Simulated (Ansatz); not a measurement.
# SiC (Moissanite): equation of state with revPBE+D3(BJ)

Crystal: SiC (Moissanite).

```
CELL_PARAMETERS angstrom
3.07600 0.00000 0.00000
-1.53800 2.66389 0.00000
0.00000 0.00000 5.04800
ATOMIC_POSITIONS crystal
Si 0.66667 0.33333 0.50000
Si 0.33333 0.66667 0.00000
C 0.66667 0.33333 0.88500
C 0.33333 0.66667 0.38500
```

```
Program             : Ansatz 0.2.0
Task                : equation of state
Functional          : revPBE
Dispersion          : D3(BJ)
Potentials or basis : Ansatz PAW
Cutoff              : 420 eV
Density cutoff      : 1680 eV
k mesh              : 10 × 10 × 5
Occupations         : fermi-dirac, width 0.05 eV
Spin                : no spin polarisation
```

```json
{
 "Equilibrium volume": "10.19 Å³/atom",
 "Bulk modulus at fixed shape and positions": "225 GPa",
 "Pressure derivative of the bulk modulus": "4.0"
}
```

Energy against volume, from the lowest point:
| volume (Å³/atom) | energy (meV/atom) |
| --- | --- |
| 9.721 | 16.02 |
| 9.927 | 4.66 |
| 10.134 | 0.00 |
| 10.341 | 1.38 |
| 10.548 | 8.26 |
| 10.755 | 20.09 |
| 10.961 | 36.40 |

All runs of the series together: 9.4 s on 2 threads of Arm Neoverse V1, with other jobs on the host.

Caveat: the potentials were made for another functional, which shifts forces and pressure; the cell was scaled at fixed shape and fractional positions, which overstates the stiffness of a crystal with free parameters, most of all of layers and chains.
